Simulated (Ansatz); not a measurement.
The system is MoS2.

```xyz
6
Lattice="3.1690 0.0000 0.0000 -1.5845 2.7444 0.0000 0.0000 0.0000 12.3240" Properties=species:S:1:pos:R:3 pbc="T T T"
Mo    1.5845    0.9148    9.2430
Mo    0.0000    1.8296    3.0810
S     1.5845    0.9148    4.6461
S     0.0000    1.8296   10.8081
S     1.5845    0.9148    1.5159
S     0.0000    1.8296    7.6779
```

```yaml
Program: Ansatz 0.2.0
Task: relaxation of cell and atoms
Functional: RPBE
Dispersion: D4
Potentials_or_basis: Ansatz PAW
Cutoff: "420 eV (not typed: the program's choice for these potentials)"
k_mesh: 10 × 10 × 3
Occupations: fermi-dirac, width 0.05 eV
Spin: no spin polarisation
```

At the start: volume 17.86 Å³/atom.

Where does the relaxation end?

It ends after 6 steps and the volume is 16.70 Å³/atom (-6.5 %); space group P6_3/mmc (No. 194, to 0.05 Å).

Step by step:
```tsv
step	energy change (eV)	largest force (eV/Å)	volume (Å³)
1	0.0000	0.0326	107.18
2	-0.0620	0.0601	102.49
3	-0.0719	0.0420	99.47
4	-0.0730	0.0061	100.30
5	-0.0731	0.0000	100.19
6	-0.0719	0.0002	100.19
```

Final structure:
```yaml
crystal:
  lattice:
    - [3.13166, 0.00000, 0.00000]
    - [-1.56583, 2.71210, 0.00000]
    - [0.00000, 0.00000, 11.79611]
  atoms:
    - { symbol: Mo, position: [0.66667, 0.33333, 0.75000] }
    - { symbol: Mo, position: [0.33333, 0.66667, 0.25000] }
    - { symbol: S, position: [0.66667, 0.33333, 0.38304] }
    - { symbol: S, position: [0.33333, 0.66667, 0.88304] }
    - { symbol: S, position: [0.66667, 0.33333, 0.11696] }
    - { symbol: S, position: [0.33333, 0.66667, 0.61696] }
```

Caveat: the plane-wave basis is chosen anew once the cell has moved, so the energies of steps on either side of that aren't comparable; the PAW data sets come from PBE, with cores solved anew for the run's functional, which leaves a small shift of forces and pressure.
